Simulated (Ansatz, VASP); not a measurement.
One calculation of Pt, two programs

INCAR

```
ALGO = Fast ; EDIFF = 1E-7
ENCUT = 600 ; GGA = PE
ISIF = 2 ; ISMEAR = -1
LASPH = T ; LCHARG = F
LMAXMIX = 4 ; LREAL = F
LWAVE = F ; NELM = 100
PREC = Accurate ; SIGMA = 0.05
```

Contents of KPOINTS:

```
k-points
0
Gamma
  12 12 12
```

POSCAR

```
Pt
1.0
    0.0000000000      1.9609000000      1.9609000000
    1.9609000000      0.0000000000      1.9609000000
    1.9609000000      1.9609000000      0.0000000000
Pt
1
Direct
    0.0000000000      0.0000000000      0.0000000000
```

File KPOINTS_OPT:

```
path GXWKGLUWLK,UX
20
line-mode
reciprocal
 0.0000000000  0.0000000000  0.0000000000  G
 0.5000000000  0.0000000000  0.5000000000  X

 0.5000000000  0.0000000000  0.5000000000  X
 0.5000000000  0.2500000000  0.7500000000  W

 0.5000000000  0.2500000000  0.7500000000  W
 0.3750000000  0.3750000000  0.7500000000  K

 0.3750000000  0.3750000000  0.7500000000  K
 0.0000000000  0.0000000000  0.0000000000  G

 0.0000000000  0.0000000000  0.0000000000  G
 0.5000000000  0.5000000000  0.5000000000  L

 0.5000000000  0.5000000000  0.5000000000  L
 0.6250000000  0.2500000000  0.6250000000  U

 0.6250000000  0.2500000000  0.6250000000  U
 0.5000000000  0.2500000000  0.7500000000  W

 0.5000000000  0.2500000000  0.7500000000  W
 0.5000000000  0.5000000000  0.5000000000  L

 0.5000000000  0.5000000000  0.5000000000  L
 0.3750000000  0.3750000000  0.7500000000  K

 0.6250000000  0.2500000000  0.6250000000  U
 0.5000000000  0.0000000000  0.5000000000  X
```

File input.yaml:

```yaml
crystal:
  lattice:
    - [0.0, 1.9609, 1.9609]
    - [1.9609, 0.0, 1.9609]
    - [1.9609, 1.9609, 0.0]
  atoms:
    - { symbol: Pt, position: [0.0, 0.0, 0.0] }
hamiltonian:
  xc: pbe
  pseudopotentials: { kind: paw }
kpoints:
  mp_grid: { grid: [12, 12, 12] }
  band_path:
    path:
      - [[0.0, 0.0, 0.0], [0.5, 0.0, 0.5], [0.5, 0.25, 0.75], [0.375, 0.375, 0.75], [0.0, 0.0, 0.0], [0.5, 0.5, 0.5], [0.625, 0.25, 0.625], [0.5, 0.25, 0.75], [0.5, 0.5, 0.5], [0.375, 0.375, 0.75]]
      - [[0.625, 0.25, 0.625], [0.5, 0.0, 0.5]]
    npoints: 14
scf:
  occupations: { method: fermi_dirac, width: 0.05 }
  n_extra_bands: 6
output:
  forces: true
  stress: true
  eigenvalues: true
  fatbands: false
  write_density: true
  write_potential: true
  elf: true
  volumetric_format: npy
```

Alike in both runs: task band structure; functional PBE; k mesh 12 × 12 × 12; occupations fermi-dirac, width 0.05 eV; no spin polarisation.

```csv
,VASP,Ansatz
version,VASP 6.6.1,Ansatz 0.2.0
potentials or method,"VASP PAW PBE potentials, release 64 (Pt_sv_GW)",Ansatz PAW
plane-wave cutoff (eV),600,420
valence electrons in the cell,18,18
```

```tsv
	VASP	Ansatz	Ansatz less VASP
gap on the k mesh at the Fermi level (eV)	none	none	-
pressure (GPa)	9.2	10.3	+1.07
```

A gap of «none» marks a metal or a gap that the smearing closes. The functional is the same, so the differences come from potentials, cutoffs and numerics.

Caveats: spin-orbit coupling is left out, which moves the levels of the heavy elements.
